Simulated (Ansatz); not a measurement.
# CO2 (CO2-III): the cost of one run

Method: DFT PBE+D3(BJ), scalar-relativistic, plane waves, PAW, in Ansatz 0.2.0.

### 1 The system as given

Symmetry: Cmce, No. 64, orthorhombic system. Conventional cell: a = 4.330 Å, b = 4.660 Å, c = 5.960 Å, α = 90.00°, β = 90.00°, γ = 90.00°. C (site symmetry 2/m) has 2 O at 1.21 Å as nearest neighbours. O (site symmetry m) has 1 C at 1.21 Å as nearest neighbours.

Structure file:

```cif
data_structure
_symmetry_space_group_name_H-M 'Cmce'
_symmetry_Int_Tables_number 64
_cell_length_a 4.3300
_cell_length_b 4.6600
_cell_length_c 5.9600
_cell_angle_alpha 90.000
_cell_angle_beta 90.000
_cell_angle_gamma 90.000
_cell_volume 120.26
loop_
_atom_site_label
_atom_site_type_symbol
_atom_site_symmetry_multiplicity
_atom_site_Wyckoff_symbol
_atom_site_fract_x
_atom_site_fract_y
_atom_site_fract_z
_atom_site_occupancy
C1 C 4 a 0.00000 0.00000 0.00000 1
O1 O 8 f 0.50000 0.71500 0.11500 1
```

### 2 Cell and atoms relaxed at 10 GPa

Contents of input.yaml:

```yaml
crystal:
  lattice:
    - [2.165, -2.33, 0.0]
    - [2.165, 2.33, 0.0]
    - [0.0, 0.0, 5.96]
  atoms:
    - { symbol: C, position: [0.0, 0.0, 0.0] }
    - { symbol: C, position: [0.5, 0.5, 0.5] }
    - { symbol: O, position: [0.785, 0.215, 0.115] }
    - { symbol: O, position: [0.215, 0.785, 0.885] }
    - { symbol: O, position: [0.715, 0.285, 0.615] }
    - { symbol: O, position: [0.285, 0.715, 0.385] }
scf:
  occupations: { method: fixed }
output:
  forces: true
  stress: true
  eigenvalues: true
  write_density: true
  write_potential: true
  elf: true
  volumetric_format: npy
hamiltonian:
  xc: pbe
  dispersion: d3bj
basis:
  ecutwfc: 600
kpoints:
  mp_grid: { grid: [6, 6, 5] }
relax:
  f_tol: 0.003
  max_steps: 60
  cell: { stress_tol: 0.03, p_target: 10 }
```

Started as:

```console
$ ansatz run input.yaml --threads 3 --pin off --max-ram 8192MiB --backend cpu --events-out ev --progress --plain --runs-dir out
```

**Question.** How long does this run take on 3 threads of Intel Xeon 6975P-C (Granite Rapids), shared host, and how much memory does it need?

About 7.4 s, with a peak of 0.44 GiB.
